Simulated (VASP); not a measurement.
# CoPt (L1_0): computed properties

Computed with PBEsol GGA, VASP's PBE PAW potentials (set 64) (plane waves; VASP).

- space group: P4/mmm (123)
- cell: a = 2.6582 Å, b = 2.6582 Å, c = 3.6540 Å, α = 90.00°, β = 90.00°, γ = 90.00°
- volume per atom: 12.91 Å³/atom
- band gap (over mesh and band path): none (metal, semimetal or under 0.01 eV)
- cell moment: 2.19 μB
- Hill bulk modulus: 253 GPa
- Hill shear modulus: 125 GPa
- Poisson's ratio: 0.288
- band gap with spin-orbit coupling: none (metallic)
- density: 16.34 g/cm³
- optical Γ-point spectrum: 159 (×2), 224 cm⁻¹
- C11: 477 GPa
- C12: 103 GPa
- C13: 195 GPa
- C33: 344 GPa
- C44: 153 GPa
- C66: 84.5 GPa

```xyz
2
Lattice="2.6582 0.0000 0.0000 0.0000 2.6582 0.0000 0.0000 0.0000 3.6540" Properties=species:S:1:pos:R:3 pbc="T T T"
Co     0.0000     0.0000     0.0000
Pt     1.3291     1.3291     1.8270
```
Starting moments (μB, in the order of the record's atoms Co Pt): 1.8 0.4.

Measured: c 3.707 Å (computed value off by -1.4 %), as given by S Karoui et al., Journal of Physics Condensed Matter (2013), arXiv:1204.5845. The calculation is for a static lattice, while the measured c holds thermal and zero-point effects, which are part of the difference. Finite-difference elastic constants of metals are sensitive to mesh and smearing; shear constants can be off by tens of GPa. Unless said otherwise, spin-orbit coupling is left out, though it shifts the bands of the heavy elements here.

The compound is CoPt in the L1_0 structure. It was relaxed first. Symmetry was kept, so distortions that lower it aren't found.
